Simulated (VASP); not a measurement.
# NaH (Fm-3m) in VASP: further runs

Runs on NaH. Level: PBE. Tasks: single point.

Program: VASP 6.6.1. These are calculated values, not measurements. Logs are shortened: lines on timing, memory, paths and dates and some standing lists are left out, and cuts for length are marked.

## Step 1: The structure

It takes space group Fm-3m (No. 225, cubic). Conventional cell: a = 4.880 Å, b = 4.880 Å, c = 4.880 Å, α = 90.00°, β = 90.00°, γ = 90.00°. Around Na (site symmetry m-3m) lie 6 H at 2.44 Å. H (site symmetry m-3m) has 6 Na at 2.44 Å as nearest neighbours.

## Step 2: Single point, PBE

INCAR reads:

```
SYSTEM = NaH
PREC = Accurate
ENCUT = 550
EDIFF = 1E-6
ISMEAR = 0
SIGMA = 0.05
LREAL = .False.
LASPH = .True.
NELM = 100
ALGO = Normal
ISIF = 2
LWAVE = .False.
LCHARG = .False.
GGA = PE
NBANDS = 11
ADDGRID = .False.
```

KPOINTS reads:

```
Automatic mesh
0
Gamma
  6 6 6
  0 0 0
```

POSCAR reads:

```
NaH
1.0
    0.0000000000      2.4400000000      2.4400000000
    2.4400000000      0.0000000000      2.4400000000
    2.4400000000      2.4400000000      0.0000000000
Na H
1 1
Direct
    0.0000000000      0.0000000000      0.0000000000
    0.5000000000      0.5000000000      0.5000000000
```

Potentials or basis: VASP PAW PBE potentials, release 64 (Na_pv, H).

Launch:

```console
> cat potpaw_PBE.64/Na_pv/POTCAR potpaw_PBE.64/H/POTCAR > POTCAR
> mpirun -np 1 vasp_std > vasp.out
```

OUTCAR:

```text
SYSTEM = NaH
   PREC = Accurate
   ENCUT = 550
   EDIFF = 1E-6
   ISMEAR = 0
   LREAL = .False.
   LASPH = .True.
   NELM = 100
   ISIF = 2
   GGA = PE

 Found     16 irreducible k-points:

 Following reciprocal coordinates:
            Coordinates               Weight
  0.000000  0.000000  0.000000      1.000000
  0.166667  0.000000  0.000000      8.000000
  0.333333  0.000000  0.000000      8.000000
  0.500000  0.000000  0.000000      4.000000
  0.166667  0.166667  0.000000      6.000000
  0.333333  0.166667  0.000000     24.000000
   k-points           NKPTS =     16   k-points in BZ     NKDIM =     16   number of bands    NBANDS=     11
   number of dos      NEDOS =    301   number of ions     NIONS =      2
   total plane-waves  NPLWV =  21952
   dimension x,y,z NGX =    28 NGY =   28 NGZ =   28
   dimension x,y,z NGXF=    56 NGYF=   56 NGZF=   56
   ions per type =               1   1
   NGX,Y,Z   is equivalent  to a cutoff of  13.49, 13.49, 13.49 a.u.
   NGXF,Y,Z  is equivalent  to a cutoff of  26.98, 26.98, 26.98 a.u.
 SYSTEM =  NaH
   PREC   = accura    normal or accurate (medium, high low for compatibility)
   ISTART =      0    job   : 0-new  1-cont  2-samecut
   ICHARG =      2    charge: 1-file 2-atom 10-const
   ISPIN  =      1    spin polarized calculation?
   LNONCOLLINEAR =      F non collinear calculations
   LSORBIT =      F    spin-orbit coupling
   LASPH  =      T    aspherical Exc in radial PAW
   ENCUT  =  550.0 eV  40.42 Ry    6.36 a.u.   6.60  6.60  6.60*2*pi/ulx,y,z
   NELM   =    100;   NELMIN=  2; NELMDL= -5     # of ELM steps
   EDIFF  = 0.1E-05   stopping-criterion for ELM
   LREAL  =      F    real-space projection
   EDIFFG = 0.1E-04   stopping-criterion for IOM
   NSW    =      0    number of steps for IOM
   IBRION =     -1    ionic relax: 0-MD 1-quasi-New 2-CG
   NFREE  =      0    steps in history (QN), initial steepest desc. (CG)
   ISIF   =      2    stress and relaxation
   ISYM   =      2    0-nonsym 1-usesym 2-fastsym
   POTIM  = 0.5000    time-step for ionic-motion
   TEBEG  =    0.0;   TEEND  =   0.0 temperature during run
   PSTRESS=    0.0 pullay stress
   NELECT =       8.0000    total number of electrons
   NUPDOWN=      -1.0000    fix difference up-down
   EMIN   =  10.00;   EMAX   =-10.00  energy-range for DOS
   EFERMI =   0.00;   METHOD = LEGACY
   ISMEAR =     0;   SIGMA  =   0.05  broadening in eV -4-tet -1-fermi 0-gaus
   EFERMI_NEDOS =   21; number of points for ismear=-14 and -15
   IALGO  =     38    algorithm
   IMIX   =      4    mixing-type and parameters
     AMIX     =   0.40;   BMIX     =  1.00
     AMIX_MAG =   1.60;   BMIX_MAG =  1.00
  volume/ion in A,a.u.               =      14.53        98.03
  Fermi-wavevector in a.u.,A,eV,Ry     =   1.065054  2.012660 15.433636  1.134340
  Thomas-Fermi vector in A             =   2.200593
   LORBIT       =      0    0 simple, 1 ext, 2 COOP (PROOUT), +10 PAW based schemes
   GGA     = PE    functional components
   LHFCALC =     F    Hartree Fock is set to
   AEXX    =    0.0000 exact exchange contribution
   IVDW    =     0    specifies the selected vdW correction
   LEPSILON=     F    determine dielectric tensor
   LRPA    =     F    only Hartree local field effects (RPA)
 non-spin polarized calculation
 Gauss-broadening in eV      SIGMA  =   0.05
  energy-cutoff  :      550.00
  volume of cell :       29.05
 maximum number of plane-waves:       869
 NGX is ok and might be reduce to    28
   NGX = 13   NGY = 13   NGZ = 13

 number of electron       8.0000008 magnetization

 Free energy of the ion-electron system (eV)
  ---------------------------------------------------
  ext. energy  EPLUGINS =         0.00000000
  ---------------------------------------------------
  free energy    TOTEN  =        -5.08622839 eV

  energy without entropy =       -5.08622839  energy(sigma->0) =       -5.08622839

 E-fermi :  -0.9430     XC(G=0):  -7.6721

 val. band max:       -1.2493860016   @ k =  -0.3333   0.5000   0.1667
 cond. band min:       2.5068875708   @ k =   0.5000   0.0000   0.0000
 fundamental gap:      3.7562735724
 Fermi energy:        -0.9430445867

 k-point     1 :       0.0000    0.0000    0.0000
  band No.  band energies     occupation
      1     -23.3598      2.00000
      2     -23.3598      2.00000
      3     -23.3598      2.00000
      4      -4.7407      2.00000
      5       8.9575      0.00000
      6      14.1807      0.00000
      7      14.1807      0.00000
      8      14.1807      0.00000
      9      14.9675      0.00000
     10      14.9675      0.00000
     11      14.9675      0.00000

 k-point     2 :       0.1667    0.0000    0.0000
  band No.  band energies     occupation
      1     -23.3811      2.00000
      2     -23.3623      2.00000
      3     -23.3623      2.00000
      4      -4.2796      2.00000
      5       7.4701      0.00000
      6      10.9422      0.00000
      7      13.0688      0.00000
      8      13.0688      0.00000
      9      16.2312      0.00000
     10      16.2312      0.00000
     11      16.5039      0.00000

 k-point     3 :       0.3333    0.0000    0.0000
  band No.  band energies     occupation
      1     -23.4233      2.00000
      2     -23.3675      2.00000
      3     -23.3675      2.00000
      4      -3.0483      2.00000
      5       4.2892      0.00000
      6       9.6760      0.00000
      7      12.2575      0.00000
      8      12.2575      0.00000
      9      15.3809      0.00000
     10      15.3809      0.00000
     11      17.5163      0.00000

 k-point     4 :       0.5000    0.0000    0.0000
  band No.  band energies     occupation
      1     -23.4441      2.00000
      2     -23.3701      2.00000
      3     -23.3701      2.00000
      4      -2.0463      2.00000
      5       2.5069      0.00000
      6       9.3767      0.00000
      7      11.9982      0.00000
      8      11.9982      0.00000
      9      14.8549      0.00000
     10      14.8549      0.00000
     11      17.3326      0.00000

 k-point     5 :       0.1667    0.1667    0.0000
  band No.  band energies     occupation
      1     -23.3803      2.00000
      2     -23.3670      2.00000
      3     -23.3670      2.00000
      4      -4.1321      2.00000
      5       7.4259      0.00000
      6      11.4719      0.00000
      7      11.5701      0.00000
      8      11.5701      0.00000
      9      15.0259      0.00000
     10      16.9341      0.00000
     11      18.8919      0.00000

 k-point     6 :       0.3333    0.1667    0.0000
  band No.  band energies     occupation
      1     -23.4108      2.00000
      2     -23.3733      2.00000
      3     -23.3731      2.00000
      4      -3.1665      2.00000
      5       5.3558      0.00000
      6       8.5834      0.00000
      7      10.8020      0.00000
      8      12.5862      0.00000
      9      14.3664      0.00000
     10      17.0099      0.00000
     11      18.3847      0.00000

 [... further k-points ...]

------------------------ aborting loop because EDIFF is reached ----------------------------------------

  FORCE on cell =-STRESS in cart. coord.  units (eV):
  Direction    XX          YY          ZZ          XY          YZ          ZX
  --------------------------------------------------------------------------------------
  -------------------------------------------------------------------------------------
  Total       -0.1186588     -0.1186588     -0.1186588     -0.0000000     -0.0000000     -0.0000000
  in kB       -6.5435132     -6.5435132     -6.5435132     -0.0000000     -0.0000000     -0.0000000
  external PRESSURE =      -6.5435132 kB  Pullay stress =       0.0000000 kB

 VOLUME and BASIS-vectors are now :
 -----------------------------------------------------------------------------
  energy-cutoff  :      550.00
  volume of cell :       29.05
      direct lattice vectors                 reciprocal lattice vectors
     0.000000000  2.440000000  2.440000000    -0.204918033  0.204918033  0.204918033
     2.440000000  0.000000000  2.440000000     0.204918033 -0.204918033  0.204918033
     2.440000000  2.440000000  0.000000000     0.204918033  0.204918033 -0.204918033

 POSITION                                       TOTAL-FORCE (eV/Angst)
 -----------------------------------------------------------------------------------
      0.00000      0.00000      0.00000        -0.000000      0.000000     -0.000000
      2.44000      2.44000      2.44000         0.000000     -0.000000      0.000000
 -----------------------------------------------------------------------------------
    total drift:                               -0.000000     -0.000000     -0.000000

  FREE ENERGIE OF THE ION-ELECTRON SYSTEM (eV)
  ---------------------------------------------------
  free  energy   TOTEN  =        -5.0862283937 eV

  energy  without entropy=       -5.0862283937  energy(sigma->0) =       -5.08622839
```

OSZICAR:

```text
N       E                     dE             d eps       ncg     rms          rms(c)
DAV:   1     0.398336706925E+02    0.39834E+02   -0.47607E+03   361   0.809E+02
DAV:   2    -0.395475447928E+01   -0.43788E+02   -0.43032E+02   373   0.191E+02
DAV:   3    -0.550084195907E+01   -0.15461E+01   -0.15437E+01   435   0.348E+01
DAV:   4    -0.551159026698E+01   -0.10748E-01   -0.10747E-01   416   0.305E+00
DAV:   5    -0.551168718520E+01   -0.96918E-04   -0.96916E-04   406   0.297E-01    0.317E+00
DAV:   6    -0.517182809638E+01    0.33986E+00   -0.34509E-01   390   0.273E+00    0.146E+00
DAV:   7    -0.508136719825E+01    0.90461E-01   -0.33207E-01   394   0.211E+00    0.354E-01
DAV:   8    -0.508631819773E+01   -0.49510E-02   -0.10231E-02   379   0.939E-01    0.682E-02
DAV:   9    -0.508623952229E+01    0.78675E-04   -0.11955E-03   411   0.357E-01    0.227E-02
DAV:  10    -0.508622536676E+01    0.14156E-04   -0.62804E-05   405   0.502E-02    0.443E-03
DAV:  11    -0.508622865134E+01   -0.32846E-05   -0.62228E-06   390   0.113E-02    0.312E-03
DAV:  12    -0.508622839368E+01    0.25766E-06   -0.22627E-07   245   0.324E-03
   1 F= -.50862284E+01 E0= -.50862284E+01  d E =-.780846E-19
```

It took 6.1 s on 1 thread of Intel Xeon Platinum 8259CL at 2.50GHz (Skylake/Cascade Lake), shared host; peak memory 0.14 GiB.

The run converged, but some of its settings lie outside the range that counts as converged, so its numbers aren't taken as properties of the crystal.

What came out:

- Free energy: -5.0862 eV
- Pressure: -0.7 GPa
- Band gap on the k mesh: 3.76 eV, indirect (least direct gap 4.55 eV)

## Step 3: Single point, PBE

INCAR is that of step 2.

KPOINTS is that of step 2.

POSCAR reads:

```
NaH
1.0
    0.0000000000      2.4400000000      2.4400000000
    2.4400000000      0.0000000000      2.4400000000
    2.4400000000      2.4400000000      0.0000000000
Na H
1 1
Direct
   -0.0187210000      0.0228060000      0.0160610000
    0.4668300000      0.5164870000      0.5214060000
```

Potentials or basis: VASP PAW PBE potentials, release 64 (Na_pv, H).

Launch:

```console
> cat potpaw_PBE.64/Na_pv/POTCAR potpaw_PBE.64/H/POTCAR > POTCAR
> mpirun -np 1 vasp_std > vasp.out
```

Run time: 27 s. Hardware: 1 thread of Intel Xeon Platinum 8259CL at 2.50GHz (Skylake/Cascade Lake), shared host; peak memory 0.17 GiB.

The run converged, but some of its settings lie outside the range that counts as converged, so its numbers aren't taken as properties of the crystal.

What came out:

```
Free energy            : -5.0850 eV
Pressure               : -0.6 GPa
Largest force          : 0.043 eV/Å
Band gap on the k mesh : 3.75 eV, indirect (least direct gap 4.55 eV)
```

## Step 4: Single point, PBE

Changes to INCAR since step 3:

```diff
@@ -2,3 +2,3 @@
 PREC = Accurate
-ENCUT = 550
+ENCUT = 450
 EDIFF = 1E-6
```

KPOINTS reads:

```
Automatic mesh
0
Gamma
  7 7 7
  0 0 0
```

POSCAR reads:

```
NaH
1.0
    0.0000000000      2.4400000000      2.4400000000
    2.4400000000      0.0000000000      2.4400000000
    2.4400000000      2.4400000000      0.0000000000
Na H
1 1
Direct
    0.0000000000      0.0000000000      0.0000000000
    0.5000000000      0.5000000000      0.5000000000
```

Launch:

```console
> cat potpaw_PBE.64/Na_pv/POTCAR potpaw_PBE.64/H/POTCAR > POTCAR
> mpirun -np 1 vasp_std > vasp.out
```

Run time: 3.7 s. Hardware: 1 thread of Intel Xeon Platinum 8259CL at 2.50GHz (Skylake/Cascade Lake), shared host; peak memory 0.13 GiB.

These settings aren't checked as converged: the numbers below hold their error.

What came out:

```
Free energy            : -5.0852 eV
Pressure               : -0.9 GPa
Band gap on the k mesh : 4.18 eV, indirect (least direct gap 4.79 eV)
```

Caveat: an odd mesh through Γ misses points on the zone boundary, where band edges often lie.

(Continued in part 2 of 2.)
